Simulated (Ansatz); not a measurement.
## A series in volume scale on Cd

Periodic Kohn-Sham DFT of a crystal at fixed atoms, scaled to volume_scale times the given cell; pressure positive in compression, energy less spherical unpolarised free atoms, largest_vzz the field gradient of largest size among the nuclei. The results are calculated, by Ansatz 0.2.0.

The cell before it is scaled or strained (space group P6_3/mmc, No. 194):
```
cell vectors (Å)
   2.9789     0.0000     0.0000
  -1.4894     2.5798     0.0000
   0.0000     0.0000     5.6177
atoms (fractions of the cell vectors)
Cd  0.33333  0.66667  0.25000
Cd  0.66667  0.33333  0.75000
```

Settings of every row: method frozen-core PAW; functional PBEsol; relativity scalar; k mesh 14x14x7; filling fermi-dirac; smearing width 0.05 eV; wave cutoff 420 eV; paw set soft_2.

Atom start moment: 0 on all atoms.

Limits: PAW files made with PBE; field gradient without spin-orbit coupling on heavy atoms; no gap: field gradients move with the k mesh.

| row | volume scale | V (Å³/atom) | pressure (GPa) | largest V_zz (1e21 V/m^2) |
| --- | --- | --- | --- | --- |
| 1 | 0.94 | 20.291 | 2.528 | 8.204 |
| 2 | 0.95 | 20.507 | 1.747 | 8.09 |
| 3 | 0.96 | 20.722 | 1.017 | 7.975 |
| 4 | 0.98 | 21.154 | ? | ? |
| 5 | 0.99 | 21.37 | -0.89 | 7.624 |
| 6 | 1 | 21.585 | -1.44 | 7.503 |
| 7 | 1.01 | 21.801 | -1.95 | 7.381 |
| 8 | 1.02 | 22.017 | -2.422 | 7.256 |
| 9 | 1.04 | 22.449 | -3.261 | 6.996 |
| 10 | 1.05 | 22.665 | -3.631 | 6.862 |
| 11 | 1.06 | 22.881 | -3.973 | 6.725 |

Question: what pressure and largest V_zz should row 4 give?

Worked fit of pressure. Take u = (V_r/V)^(2/3) − 1 with V_r = 21.693 Å³ an atom, which is twice the finite (Eulerian) strain; such expansions in the strain, on which the Birch-Murnaghan equation of state is built, carry the rest volume and the bulk modulus. The shown rows have u = 0.04555, 0.03819, 0.031, 0.01005, 0.00333, -0.00331, -0.00983, -0.02258, -0.0288, -0.03492. Least squares give pressure = −1.6992 + 77.056 × u + 344.73 × u² GPa; a straight line predicts inner rows, each left out in turn, worse (root mean square 0.2 against 0.0023 GPa). The rows lie off it by 0.002, 0.001, -0.004, 0.000, -0.001, 0.000, 0.001, 0.002, 0.001, -0.003. The pressure vanishes at u = 0.0202, or V = 21.05 Å³ an atom, and there the bulk modulus at fixed shape and fractions is B = −V dP/dV = (2/3)(1 + u) dP/du = 61.9 GPa. Letting shape and atoms relax would as a rule lower it, by much in layered, chain or molecular crystals. The withheld row has u = 0.01692, so the fit gives −1.6992 + 77.056 × (0.01692) + 344.73 × (0.01692)² = -0.297 GPa.

The calculation gave -0.298 GPa. The fit lies 0.001 GPa (0.015 % of the column's range) above it, one unit of the last digit.

Worked fit of largest V_zz. Take t = volume scale − 1. The shown rows have t = -0.06, -0.05, -0.04, -0.01, 0, 0.01, 0.02, 0.04, 0.05, 0.06. Least squares give largest V_zz = 7.5038 − 12.287 × t − 11.02 × t² 1e21 V/m^2; a straight line predicts inner rows, each left out in turn, worse (root mean square 0.015 against 0.002 1e21 V/m^2). The rows lie off it by 0.003, -0.001, -0.003, -0.002, -0.001, 0.001, 0.002, 0.001, 0.000, -0.002. The withheld row has t = -0.02, so the fit gives 7.5038 − 12.287 × (-0.02) − 11.02 × (-0.02)² = 7.745 1e21 V/m^2.

The calculation gave 7.742 1e21 V/m^2. The fit lies 0.003 1e21 V/m^2 (0.2 % of the column's range) above it; its largest miss of a shown row is 0.003 1e21 V/m^2.
